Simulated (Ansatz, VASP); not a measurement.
## Ge in VASP and in Ansatz

INCAR

```
SYSTEM = Ge
PREC     = Accurate       ! precision mode
ENCUT    = 600            ! plane-wave cutoff, eV
EDIFF    = 1E-7           ! SCF threshold, eV
ISMEAR   = -1             ! smearing method
SIGMA    = 0.05           ! smearing width, eV
LREAL    = .FALSE.        ! projectors in reciprocal space
LASPH    = .TRUE.         ! aspherical terms in the spheres
NELM     = 100            ! most SCF steps
ALGO     = Normal         ! electronic algorithm
ISIF     = 3              ! what is computed and relaxed
LWAVE    = .FALSE.        ! write WAVECAR
LCHARG   = .FALSE.        ! write CHGCAR
GGA      = B5             ! functional
ALDAX    = 1.0          
AGGAX    = 1.0          
AGGAC    = 1.0          
ALDAC    = 0.0          
IBRION   = 2              ! ionic algorithm
NSW      = 60             ! ionic steps
EDIFFG   = -0.01          ! ionic threshold
```

Contents of KPOINTS:

```
regular mesh
0
G
  8 8 8
  0 0 0
```

Contents of POSCAR:

```
Ge
1.0
    0.0000000000      2.8289100000      2.8289100000
    2.8289100000      0.0000000000      2.8289100000
    2.8289100000      2.8289100000      0.0000000000
Ge
2
Direct
    0.7500000000      0.7500000000      0.7500000000
    0.5000000000      0.5000000000      0.5000000000
```

Contents of input.yaml:

```yaml
crystal:
  lattice:
    - [0.0, 2.82891, 2.82891]
    - [2.82891, 0.0, 2.82891]
    - [2.82891, 2.82891, 0.0]
  atoms:
    - { symbol: Ge, position: [0.75, 0.75, 0.75] }
    - { symbol: Ge, position: [0.5, 0.5, 0.5] }
hamiltonian:
  xc: blyp
  pseudopotentials: { kind: paw }
kpoints:
  mp_grid: { grid: [8, 8, 8] }
scf:
  occupations: { method: fermi_dirac, width: 0.05 }
output:
  forces: true
  stress: true
  eigenvalues: true
  write_density: true
  write_potential: true
  elf: true
  volumetric_format: npy
relax:
  f_tol: 0.01
  max_steps: 40
  cell: { stress_tol: 0.05 }
```

Alike in both runs: task relaxation of cell and atoms; functional BLYP; k mesh 8 × 8 × 8; occupations fermi-dirac, width 0.05 eV; no spin polarisation.

|  | VASP | Ansatz |
| --- | --- | --- |
| version | VASP 6.6.1 | Ansatz 0.2.0 |
| potentials or method | VASP PAW PBE potentials, release 64 (Ge_d) | Ansatz PAW |
| plane-wave cutoff (eV) | 600 | 420 |
| valence electrons in the cell | 28 | 28 |

Ansatz gave:

```
gap on the k mesh at the Fermi level, each at its own relaxed structure (eV) : none
relaxed volume (Å³/atom)                                                     : 25.45
relaxed cell length with the largest relative difference (Å)                 : 4.160
energy change over the relaxation (meV/atom)                                 : -57
```

Task: Estimate VASP's values.

Result: gap on the k mesh at the Fermi level, each at its own relaxed structure (eV): none; relaxed volume (Å³/atom): 25.53; relaxed cell length with the largest relative difference (Å): 4.164; energy change over the relaxation (meV/atom): -61.

A gap of «none» marks a metal or a gap that the smearing closes.

Caveats: the PAW data sets were made with another functional, which shifts forces and pressure a little (VASP); the volume moved by +13 % from the deposited cell, more than functionals usually miss (VASP); this crystal is a semiconductor, whose small gap the functional closes, so the metal is an error of the method (VASP); the plane-wave basis is chosen anew once the cell has moved, so the energies of steps on either side of that aren't comparable (Ansatz); the PAW data sets come from PBE, with cores solved anew for the run's functional, which leaves a small shift of forces and pressure (Ansatz). Zero-point motion and thermal expansion aren't in these numbers.
